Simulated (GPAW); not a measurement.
Runs of GPAW 26.7.0 on ZnS. Symmetry: F-43m, No. 216, cubic system. The conventional cell has a = 5.404 Å, b = 5.404 Å, c = 5.404 Å, α = 90.00°, β = 90.00°, γ = 90.00°. Zn (site symmetry -43m) has 4 S at 2.34 Å as nearest neighbours. S (site symmetry -43m) has 4 Zn at 2.34 Å as nearest neighbours. 

```csv
task,level,potentials or basis,k mesh,cutoff (eV),maxiter,eigensolver,band path,band points,convergence,grid spacing,gap on the mesh (eV),pressure (GPa)
single point,TB-mBJ,"GPAW PAW data sets for LDA (gpaw-data 1.2.1), pw",10 × 10 × 10,600,150,-,-,-,-,-,3.66,-
band structure,BP86,"PAW data sets generated in the run's folder for this functional, pw",7 × 7 × 7,600,150,-,"GXWKGLUWLK,UX",100,-,-,2.05,(b)
single point,PBE,"GPAW PAW data sets (gpaw-data 1.2.1), pw",7 × 7 × 7,450,120,-,-,-,default,-,(a),1.2
band structure,RPBE,"the program's PAW data sets (release 1.2.1) made for this functional, pw",7 × 7 × 7,600,150,-,"GXWKGLUWLK,UX",100,-,-,2.27,4.5
single point,HSE06,"GPAW PAW data sets (gpaw-data 1.2.1), pw",6 × 6 × 6,450,60,-,-,-,-,-,3.23,-
```

Alike in all rows: no spin polarisation; cell as given; smearing fermi-dirac 0.05 eV.

Task: Fill in the values left out.

Result: (a) 2.11; (b) 1.6.

Caveats: the PAW data sets were made with another functional, which shifts forces and pressure a little (some runs); a model potential gives levels but no total energy (some runs); the cutoff is short for stress and forces, so pressures can be off by a GPa or more (some runs).

A k mesh can miss the band edges.
